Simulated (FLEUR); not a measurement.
The system is Ce.

```xyz
1
Lattice="0.0000 2.5806 2.5806 2.5806 0.0000 2.5806 2.5806 2.5806 0.0000" Properties=species:S:1:pos:R:3 pbc="T T T"
Ce    0.0000    0.0000    0.0000
```

Base run:

```yaml
Program: FLEUR MaX-R8.1 (later development tree)
Functional: r2SCAN
Potentials_or_basis: all-electron
Basis: FLAPW
Kmax: 4.1 1/bohr
k_mesh: 9 × 9 × 9
Occupations: fermi-dirac, width 0.05 eV
Spin: collinear spin, ferromagnetic start
Starting_moments: "[1.0] μB"
```

Its results: net moment 1.36 μB per cell; site moments Ce +1.06 μB.

Problem. The run is repeated on the same cell with these changes: functional from r2SCAN to BLYP. What comes out?

Solution. Net moment 0.70 μB per cell; site moments Ce +0.59 μB.

Caveats: the magnetic or orbital state may not be the lowest; the meta-GGA is that of a development version, with a GGA for the radial functions and cores and without core tails (some runs).

Not every run made on this cell is shown here.
